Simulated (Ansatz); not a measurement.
# What moves the field gradients of GeS?

Cell of run 1: a computed structure from the Materials Project (it need not be an observed phase).

Space group Pnma (No. 62); a = 10.7808, b = 3.6031, c = 4.5231 Å.

```csv
site,Wyckoff,site symmetry,x,y,z
Ge,4c,.m.,0.8722,0.2500,0.3669
S,4c,.m.,0.6548,0.2500,0.5148
```

One atom of each set is listed.

Relaxed positions (PBE, cell held):

Ge (0.8745, 0.2500, 0.3582)
S (0.6532, 0.2500, 0.4990)

All runs are DFT with Ansatz 0.2.0 (plane waves and PAW, scalar-relativistic unless spin–orbit coupling is named, Γ-centred meshes, Fermi–Dirac smearing where given) in this cell.

Run 1: PBE, atoms as given; 420 eV, 3×9×7 k-points, smearing 0.01 eV.
Run 2: r2SCAN, atoms as given; 500 eV, 3×9×7 k-points, smearing 0.01 eV.
Run 3: PBE, atoms relaxed; 420 eV, 3×9×7 k-points, smearing 0.01 eV.
Run 4: r2SCAN, at the relaxed atoms; 500 eV, 3×9×7 k-points, smearing 0.01 eV.

```json
{"run": "1", "Ge V_zz (η)": "-8.23 (0.25)", "S V_zz (η)": "-6.51 (0.09)"}
{"run": "2", "Ge V_zz (η)": "?", "S V_zz (η)": "?"}
{"run": "3", "Ge V_zz (η)": "-7.84 (0.30)", "S V_zz (η)": "-5.97 (0.15)"}
{"run": "4", "Ge V_zz (η)": "-8.89 (0.28)", "S V_zz (η)": "-6.31 (0.15)"}
```

V_zz in 10²¹ V/m².

Q: Estimate the row of run 2.

A: Ge: -9.31 (0.23); S: -6.83 (0.09). It lies nearest to run 4, from whose tensors on these sites it differs by 0.99 at most (largest principal value of the difference, on Ge). Taken one at a time, the functional (r2SCAN with its higher cutoff) moves the tensors on these sites by up to 1.09 (largest principal value of the change, on Ge), the positions of the atoms (as given or relaxed) by 0.99 (Ge).

In runs 1, 4 the atoms aren't at the calculated equilibrium (largest force 0.29, 0.29 eV/Å).
